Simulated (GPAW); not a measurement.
N, 2 atoms in the cell. It takes space group P6_3/mmc (No. 194, hexagonal). Conventional cell: a = 2.450 Å, b = 2.450 Å, c = 2.379 Å, α = 90.00°, β = 90.00°, γ = 120.00°. N (site symmetry -6m2) has 6 N at 1.85 Å as nearest neighbours. The real solid is made of molecules; this cell is a model form. The cell isn't the ideal one: volume scaled by 0.92.

- Program: GPAW 26.7.0
- Task: electron localisation function
- Functional: r2SCAN
- Potentials or basis: GPAW PAW data sets (gpaw-data 1.2.1)
- Cutoff: 800 eV
- Basis: pw
- k mesh: 12 × 12 × 11
- Occupations: fermi-dirac, width 0.05 eV
- Spin: no spin polarisation
- random start of the orbitals: yes
- Maxiter: 100
- Eigensolver: default

Potentials or basis: GPAW PAW data sets (gpaw-data 1.2.1), pw.

Command:

```bash
$ OMP_NUM_THREADS=1 python run.py
```

Hardware: 1 thread of Intel(R) Xeon(R) Platinum 8488C (Sapphire Rapids), on a shared host.

Estimate the wall time of this run.

Wall time 65 s on 1 thread of Intel(R) Xeon(R) Platinum 8488C (Sapphire Rapids), on a shared host, peak memory 0.18 GiB. Counts: scf iterations 15, plane waves 652, bands 13, k points 174.
